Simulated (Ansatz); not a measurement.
# Ge (Fd-3m) in Ansatz: settings compared, part 2 of 2

Ansatz 0.2.0. Earlier steps stand in the parts before.

### Step 3. Electrostatic potential, BPBE+D3(BJ)-ATM

Input file input.yaml:

```yaml
crystal:
  lattice:
    - [0.0, 2.82891, 2.82891]
    - [2.82891, 0.0, 2.82891]
    - [2.82891, 2.82891, 0.0]
  atoms:
    - { symbol: Ge, position: [0.75, 0.75, 0.75] }
    - { symbol: Ge, position: [0.5, 0.5, 0.5] }
hamiltonian:
  xc: { exchange: b88, correlation: pbe }
  pseudopotentials: { kind: paw, level: accurate }
  dispersion: d3bjatm
kpoints:
  mp_grid: { grid: [8, 8, 8] }
scf:
  occupations: { method: methfessel_paxton, width: 0.15 }
output:
  forces: true
  stress: true
  eigenvalues: true
  write_density: true
  write_potential: true
  elf: true
  volumetric_format: npy
accuracy: medium
basis:
  xc_grid: 1
```

Potentials or basis: Ansatz PAW earlier set.

Started as:

```
$ ansatz run input.yaml --threads 1 --pin off --max-ram 2560MiB --backend cpu --events-out ev --progress --plain --runs-dir out
```

Standard output:

```text
Warning: Ge: the frozen core of the record relaxes in the run; the density that this induces, of no net charge, counts in the energy, the forces and the stress and is in none of the fields that output.write_density writes, but for the moments of the core's response to a field; where the core is relaxed in the converged state, core_induced_density.tsv beside their files holds, by atom and radius, the spherical part of it alone, to first order, the core's and, with some records, what their partial waves miss of the valence's (output.write_density, Limitations, says what it leaves out); compare the fields only with those of runs on the same records
Warning: the engine holds no damping parameters fitted to this dispersion correction and functional, so the run takes those fitted to blyp (hamiltonian.dispersion, under Limitations)
Warning: RAYON_NUM_THREADS=1 ignored (pool sized by the plan → 1); use --threads N
Engine: ansatz 0.2.0, aarch64-unknown-linux-gnu
Pseudopotentials: kind: paw, level: accurate
Pseudopotential: Ge, paw, valence charge 14, recommended cutoff 560 eV (normal), Ge.paw.azcp#accurate
Functional definition: unnamed
  exchange = b88_x
  correlation = pbe_c
Crystal: 2 atoms, lattice volume = 45.278 Å³
Basis set: ecut = 560 eV, 1363 PW (Γ)
Bands: 18, of which v1, the nominal top of the filled ones, is band 14 counted from 1 (13 counted from 0)
Symmetry: 48 space group operations
Space group: Fd-3m (ITA 227), of the structure as read, at distance tolerance 3.6e-5 Å
k-points: 29 of 512
Non-local potential: Ge, projectors of the file, l = 0: 3, l = 1: 3, l = 2: 3, l = 3: 2, l = 4: 1
PAW form: soft (Blöchl's): semilocal exchange-correlation on the pseudo side does not see the compensation charge
PAW frozen core: Ge, regenerated for the run's functional, and the local potential with it (the file was generated under x = pbe(κ = 0.804, μ = 0.2195149727645171), c = pbe(β = 0.06672455060314922))
PAW one-centre angular grid: Ge, 590 points (default); XC on 64 Gauss nodes
Initial density: superposition of atomic densities (chi_scale 0.1, normalization cell)
[... 25 lines left out ...]
  E_nonlocal   = 1386.358012
  E_hartree    = 2115.293927
  E_xc         = -769.951005
  E_vxc        = -164.191816  (∫ρ·V_xc dr)
  E_paw        = -3387.096442  (= ΣΔE_a, less E_core_relax)
  E_vpaw       = -485.910906  (= ΣTr[D̂ρ^β], less what the cores' own moments, if any, meet on the grid)
  E_core_relax = -0.000135  (the energy of the cores' relaxation)
  E_aug_tail   = -0.000123  (compensation charges beyond the density's cutoff)
  E_ewald      = -2687.134708
  E_disp       = -1.343506  (pairwise vdW)
  E_core_change = -0.172343  (= ΣΔE_core)
  E_smearing   = 0.000036  (= −TS)
  E_closure    = -0.000000  (closes the sum)
  Σ components = -8611.533024   (vs F -8611.533024, Δ=0.00e0)
--- Forces (eV/Å), atoms counted from 1 ---
  atom   1  Ge     0.00000000    -0.00000000     0.00000000
  atom   2  Ge    -0.00000000     0.00000000     0.00000000
  max |Σ_I F_I| component: 8.79e-17 eV/Å
--- Stress (GPa, compression-positive) ---
       -1.515834       0.000000      -0.000000
        0.000000      -1.515834       0.000000
        0.000000       0.000000      -1.515834
  P = ⅓ Tr σ = -1.5158 GPa (-15.158 kbar)
--- Band table (eV; the first three rows and the last of 29) ---
  k-point 0: bands = ["-16.3209", "-16.3209", "-16.3209", "-16.2849", "-16.2849", "-16.0740", "-16.0740", "-16.0740", "-16.0612", "-16.0612", "-4.2473", "8.5292", "8.5292", "8.5292", "8.5313", "11.0792", "11.0792", "11.0792"]
  k-point 1: bands = ["-16.3290", "-16.3290", "-16.3184", "-16.2735", "-16.2735", "-16.0862", "-16.0862", "-16.0769", "-16.0509", "-16.0509", "-4.0572", "6.1651", "8.1945", "8.1945", "9.5534", "11.5269", "11.5269", "12.0102"]
  k-point 2: bands = ["-16.3391", "-16.3391", "-16.3122", "-16.2564", "-16.2564", "-16.1001", "-16.1001", "-16.0842", "-16.0405", "-16.0405", "-3.5054", "3.8063", "7.6476", "7.6476", "9.1873", "12.1580", "12.1580", "14.1514"]
  k-point 28: bands = ["-16.3685", "-16.3685", "-16.2269", "-16.2269", "-16.1781", "-16.1781", "-16.1460", "-16.1460", "-16.0075", "-16.0075", "-0.2662", "-0.2662", "4.6301", "4.6301", "12.8440", "12.8440", "13.2453", "13.2453"]
```

rho_z.tsv:

```text
# z_ang	rho[e/angstrom^3]
# format = ansatz-planar-average/11
# lattice	0.000000000	2.828910000	2.828910000
# lattice	2.828910000	0.000000000	2.828910000
# lattice	2.828910000	2.828910000	0.000000000
# sites	2
# site	32	4.243365000	4.243365000	4.243365000
# site	32	2.828910000	2.828910000	2.828910000
0.000000	1.379530e-1
0.125021	1.216757e-1
0.250043	1.110892e-1
0.375064	1.050984e-1
0.500085	1.031678e-1
0.625107	1.050984e-1
0.750128	1.110892e-1
0.875149	1.216757e-1
1.000171	1.379530e-1
1.125192	1.618536e-1
1.250213	2.018284e-1
1.375235	2.839441e-1
1.500256	4.463564e-1
1.625277	7.056259e-1
1.750299	1.020647e0
1.875320	1.293088e0
2.000341	1.417513e0
2.125363	1.349443e0
2.250384	1.142381e0
2.375405	9.264847e-1
2.500427	8.357218e-1
2.625448	9.264847e-1
2.750469	1.142381e0
2.875491	1.349443e0
3.000512	1.417513e0
3.125534	1.293088e0
3.250555	1.020647e0
3.375576	7.056259e-1
3.500598	4.463564e-1
3.625619	2.839441e-1
3.750640	2.018284e-1
3.875662	1.618536e-1
```

Wall time 3.7 s (1 thread of Arm Neoverse V2, shared host); peak memory 0.33 GiB.

Results:

```yaml
Free_energy: -8611.5330 eV
Pressure: -1.5 GPa
Band_gap_on_the_k_mesh: none (metal or under the smearing width)
```

Caveat: pairwise dispersion overbinds metals, which lowers pressure and volume; the PAW data sets come from PBE, with cores solved anew for the run's functional, which leaves a small shift of forces and pressure; the dispersion damping was fitted for another functional or another form of the correction.

### Step 4. Single point, RPBE+D3(BJ)-ATM, non-collinear spin, ferrimagnetic start, spin-orbit coupling (atoms moved at random, drawn with an rms of 0.05 Å)

Input file input.yaml:

```yaml
crystal:
  lattice:
    - [0.0, 2.82891, 2.82891]
    - [2.82891, 0.0, 2.82891]
    - [2.82891, 2.82891, 0.0]
  atoms:
    - { symbol: Ge, position: [0.737317, 0.74542, 0.765929], spin: 0.501, spin_axis: [0.289, 0.289, 0.289] }
    - { symbol: Ge, position: [0.49244, 0.497547, 0.501796], spin: 0.249, spin_axis: [-0.144, -0.144, -0.144] }
hamiltonian:
  xc: rpbe
  pseudopotentials: { kind: nc_fr, accuracy: standard }
  dispersion: d3bjatm
magnetization:
  noncollinear: true
  spin_orbit: true
kpoints:
  mp_grid: { grid: [6, 6, 6] }
scf:
  occupations: { method: cold, width: 0.01 }
  mixing: { preconditioner: resta }
output:
  forces: true
  stress: true
  eigenvalues: true
  write_density: true
  write_potential: true
  elf: true
  volumetric_format: npy
```

Potentials or basis: PseudoDojo standard (PBE files).

Started as:

```
$ ansatz run input.yaml --threads 1 --pin off --max-ram 2560MiB --backend cpu --events-out ev --progress --plain --runs-dir out
```

It took 11 min on 1 thread of Arm Neoverse V2, shared host; peak memory 1.6 GiB.

Results (log left out):

* Free energy: -4866.0644 eV
* Pressure: -3.1 GPa
* Largest force: 0.600 eV/Å
* Band gap on the k mesh: 0.02 eV, indirect (least direct gap 0.03 eV)
* Net moment: 0.00 μB per cell
* Absolute moment: 0.00 μB per cell

Forces in eV/Å, atoms in the order of the input:
```
Ge  -0.416 -0.328  0.281
Ge   0.416  0.328 -0.281
```

Stress tensor (GPa, compression positive):
```
-3.07  0.81 -1.00
 0.81 -3.08 -1.30
-1.00 -1.30 -3.08
```

Levels at points of the mesh, in eV from the valence-band top:
```tsv
k point	band 25	band 26	band 27	band 28	band 29	band 30	band 31	band 32
(0.00, 0.00, 0.00)	-0.12	-0.12	0.00	0.00	0.03	0.03	2.14	2.14
(0.00, 0.00, -0.50)	-1.68	-1.68	-1.49	-1.49	0.19	0.19	3.53	3.53
(0.00, -0.50, 0.00)	-1.78	-1.78	-1.45	-1.45	0.05	0.05	3.32	3.32
(0.00, -0.50, -0.50)	-3.33	-3.33	-3.24	-3.24	0.50	0.50	0.69	0.69
(-0.50, 0.00, 0.00)	-1.78	-1.78	-1.46	-1.46	0.03	0.03	3.31	3.31
(-0.50, 0.00, -0.50)	-3.32	-3.32	-3.25	-3.25	0.52	0.52	0.67	0.67
(-0.50, -0.50, 0.00)	-3.31	-3.31	-3.26	-3.26	0.53	0.53	0.66	0.66
(-0.50, -0.50, -0.50)	-1.78	-1.78	-1.47	-1.47	0.02	0.02	3.32	3.32
```

Moments on the atoms (μB; x, y, z):
```
Ge  0.00 0.00 0.00
Ge  0.00 0.00 0.00
```

Caveat: the potentials were made for another functional, which shifts forces and pressure; the starting moments weren't kept; the thresholds are loose for stress. A k mesh can miss the band edges.

### Step 5. The runs side by side

| task | level | potentials or basis | spin | cell | k mesh | cutoff (eV) | smearing | other keys | mesh quality | gap on the mesh (eV) | pressure (GPa) |
| --- | --- | --- | --- | --- | --- | --- | --- | --- | --- | --- | --- |
| single point | HSE03 | Ansatz NC | off | as given | 4 × 4 × 4 | 1061 | gaussian 0.05 eV | - | coarse | 0.58 | -1.8 |
| electrostatic potential | BPBE+D3(BJ)-ATM | Ansatz PAW earlier set | off | as given | 8 × 8 × 8 | 560 | methfessel-paxton 0.15 eV | accuracy = medium; basis.xc_grid = 1 | not flagged | none | -1.5 |
| single point | RPBE+D3(BJ)-ATM | PseudoDojo standard (PBE files) | non-collinear, ferrimagnetic start, SOC | atoms moved at random, drawn with an rms of 0.05 Å | 6 × 6 × 6 | 1061 | cold 0.01 eV | scf.mixing.preconditioner = resta | not flagged | 0.02 | -3.1 |

Caveats: some runs use coarse meshes; the potentials were made for another functional, which shifts forces and pressure (some runs); the thresholds are loose for stress (some runs); pairwise dispersion overbinds metals, which lowers pressure and volume (some runs); the PAW data sets come from PBE, with cores solved anew for the run's functional, which leaves a small shift of forces and pressure (some runs); the dispersion damping was fitted for another functional or another form of the correction (some runs); the starting moments weren't kept (some runs).

Total energies depend on the potentials used, so only differences within one code and one set of settings carry meaning.
